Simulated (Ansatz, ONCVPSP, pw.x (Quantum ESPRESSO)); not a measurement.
pw.x on sc Sr: one setting changed

Potential: optimised norm-conserving Vanderbilt (ONCV), ONCVPSP 4.0.1, PBE; core [Ar] 3d10, reference 4s2 4p6 5s2; waves: 4s+5s: rc 2.50 bohr, ncon 4, nbas 8, qcut 5 1/bohr, 2 projectors; 4p: rc 2.10 bohr, ncon 4, nbas 8, qcut 5.8 1/bohr, 1 projector; d scattering state at 0.11 Ha: rc 2.10 bohr, ncon 3, nbas 7, qcut 5.4 1/bohr, 2 projectors, debl 1.9 Ha; local part: polynomial inside 1.35 bohr (lpopt 5, dvloc0 0 Ha); core correction: Teter function, fcfact 5.25, rcfact 1.75. In the d channel the program set the typed energies aside and used 0.050, 1.950 Ha.

The reference run (k-mesh 9³, cutoffs 50/200 Ry, Fermi–Dirac 0.01 Ry, mixing_beta 0.4, conv_thr 1e-9, no spin) gives -0.05 GPa at 58.379 Å³/atom, where all-electron LAPW gives -0.03 GPa. This run, with its own iteration cap, changes conv_thr to 0.0001.

```
&control
  calculation='scf', prefix='x', pseudo_dir='./', outdir='./tmp', tstress=.true., disk_io='none'
/
&system
  ibrav=0, nat=1, ntyp=1, ecutwfc=50, ecutrho=200, nbnd=12,
  occupations='smearing', smearing='fd', degauss=0.01
/
&electrons
  conv_thr=0.0001, mixing_beta=0.4, electron_maxstep=50
/
ATOMIC_SPECIES
Sr 1.0 Sr.UPF
CELL_PARAMETERS angstrom
  3.87928973 0.00000000 0.00000000
  0.00000000 3.87928973 0.00000000
  0.00000000 0.00000000 3.87928973
ATOMIC_POSITIONS crystal
Sr 0.0000 0.0000 0.0000
K_POINTS automatic
9 9 9 0 0 0
```

```bash
pw.x < Sr.scf.in > Sr.scf.out
```

**Question.** How does the run end?

**Answer.** It converges in 3 iterations; the free energy moves by +0.1 meV/atom and the pressure by +0.47 GPa.

```
Message from routine setup:
     using ibrav=0 with symmetry is DISCOURAGED, use correct ibrav instead
     lattice parameter (alat)  =       7.3308  a.u.
     unit-cell volume          =     393.9610 (a.u.)^3
     number of electrons       =        10.00
     number of Kohn-Sham states=           12
     kinetic-energy cutoff     =      50.0000  Ry
     charge density cutoff     =     200.0000  Ry
     scf convergence threshold =      1.0E-04
     Exchange-correlation= PBE
     number of k points=    35  Fermi-Dirac smearing, width (Ry)=  0.0100
     iteration #  1     ecut=    50.00 Ry     beta= 0.40
     total energy              =     -75.26889904 Ry
     estimated scf accuracy    <       0.00328407 Ry
     iteration #  2     ecut=    50.00 Ry     beta= 0.40
     total energy              =     -75.26901341 Ry
     estimated scf accuracy    <       0.00106143 Ry
     iteration #  3     ecut=    50.00 Ry     beta= 0.40
     the Fermi energy is     4.5004 ev
!    total energy              =     -75.26905042 Ry
     estimated scf accuracy    <       0.00002780 Ry
     smearing contrib. (-TS)   =      -0.00612679 Ry
     The total energy is F=E-TS. E is the sum of the following terms:
     one-electron contribution =     -27.90338631 Ry
     hartree contribution      =      15.49114004 Ry
     xc contribution           =     -24.14686112 Ry
     ewald contribution        =     -38.70381624 Ry
     convergence has been achieved in   3 iterations
          total   stress  (Ry/bohr**3)                   (kbar)     P=        4.16
     Message from routine punch:
     Nothing written, as per user request (disk_io='none')
```

The run took about 3.8 s on one core of a shared server CPU.
